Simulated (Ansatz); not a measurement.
Relaxation of MoS$_{2}$

These are results of Ansatz, DFT PBEsol, scalar-relativistic, plane waves, PAW, not measurements. Settings: 420 eV cutoff, 12×12×2 k-mesh, Gaussian smearing of 0.02 eV, no spin polarisation.

What was changed: shear of c along a, cell held, atoms relaxed: +4.0 %.

Command:

```bash
ansatz run input.yaml --threads 1 --pin off --max-ram 2560MiB --backend cpu --events-out ev --progress --plain --runs-dir out
```

Input:

```yaml
crystal:
  lattice:
    - [3.1413882571, 0.0, 0.0]
    - [-1.5706941286, 2.7205220338, 0.0]
    - [0.5034035472, 0.0, 12.5850886796]
  atoms:
    - { symbol: Mo, position: [0.6675987375, 0.335197475, 0.25] }
    - { symbol: Mo, position: [0.3324012625, 0.664802525, 0.75] }
    - { symbol: S, position: [0.6753983674, 0.3314968599, 0.6261227108] }
    - { symbol: S, position: [0.3246016326, 0.6685031401, 0.3738772892] }
    - { symbol: S, position: [0.6560984925, 0.3314968599, 0.8738772892] }
    - { symbol: S, position: [0.3439015075, 0.6685031401, 0.1261227108] }
basis:
  ecutwfc: 420
kpoints:
  mp_grid: { grid: [12, 12, 2] }
hamiltonian:
  xc: pbesol
scf:
  occupations: { method: gaussian, width: 0.02 }
output:
  forces: true
  stress: true
  eigenvalues: true
relax:
  adjacent_minimum: "off"
  f_tol: 0.008
  max_steps: 40
```

F is the free energy.

Steps:

| step | F − F(1) (eV) | largest force component (eV/Å) |
| --- | --- | --- |
| 1 | 0.0000 | 0.293 |
| 2 | -0.0179 | 0.014 |
| 3 | -0.0179 | 0.014 |
| 4 | -0.0179 | 0.004 |

Relaxed structure:

```xyz
6
Lattice="3.1414 0.0000 0.0000 -1.5707 2.7205 0.0000 0.5034 0.0000 12.5851" Properties=species:S:1:pos:R:3 pbc="T T T"
Mo    1.6965    0.9277    3.1463
Mo    0.3776    1.7928    9.4388
S     1.9467    0.8861    7.8801
S     0.1274    1.8344    4.7050
S     1.9498    0.8861   10.9975
S     0.1243    1.8344    1.5876
```

It takes space group C2/c (No. 15, monoclinic). The conventional cell has a = 3.141 Å, b = 5.441 Å, c = 12.595 Å, α = 90.00°, β = 92.29°, γ = 90.00°. Mo (site symmetry 2) has 6 S at 2.39 Å as nearest neighbours. S (site symmetry 1) has 3 Mo at 2.39 Å as nearest neighbours.

The run converged. Time: 49 s on 1 thread of Oxide Virtual Turin-like Processor (Zen 5) (shared host), peak memory 0.55 GiB.